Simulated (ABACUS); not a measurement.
The system is Ir.

```
CELL_PARAMETERS angstrom
0.00000 1.91560 1.91560
1.91560 0.00000 1.91560
1.91560 1.91560 0.00000
ATOMIC_POSITIONS crystal
Ir 0.00000 0.00000 0.00000
```

```yaml
Program: ABACUS 3.10.1
Task: relaxation of cell and atoms
Functional: LDA
Potentials_or_basis: PseudoDojo NC SR 0.4.1 LDA stringent
Cutoff: 925 eV
Density_cutoff: 3701 eV
Basis: plane waves
k_mesh: 10 × 10 × 10
Occupations: fermi-dirac, width 0.05 eV
Spin: no spin polarisation
```

At the start: pressure -6.6 GPa; volume 14.06 Å³/atom.

Task: How do energy, volume and symmetry change on relaxing?

Result: Over 4 steps the energy falls by 4.9 meV/atom and the volume is 13.82 Å³/atom (-1.7 %); space group Fm-3m (No. 225, to 0.05 Å).

Step by step:
| step | energy change (eV) | largest force (eV/Å) | pressure (GPa) | volume (Å³) |
| --- | --- | --- | --- | --- |
| 1 | 0.0000 | 0.0000 | -6.57 | 14.06 |
| 2 | 0.0897 | 0.0000 | 34.35 | 12.88 |
| 3 | -0.0049 | 0.0000 | -0.32 | 13.83 |
| 4 | -0.0049 | 0.0000 | 0.00 | 13.82 |

Final structure:
```
Ir
1.0
     0.00000    1.90478    1.90478
     1.90478    0.00000    1.90478
     1.90478    1.90478    0.00000
Ir
1
Cartesian
  0.0000 0.0000 0.0000
```
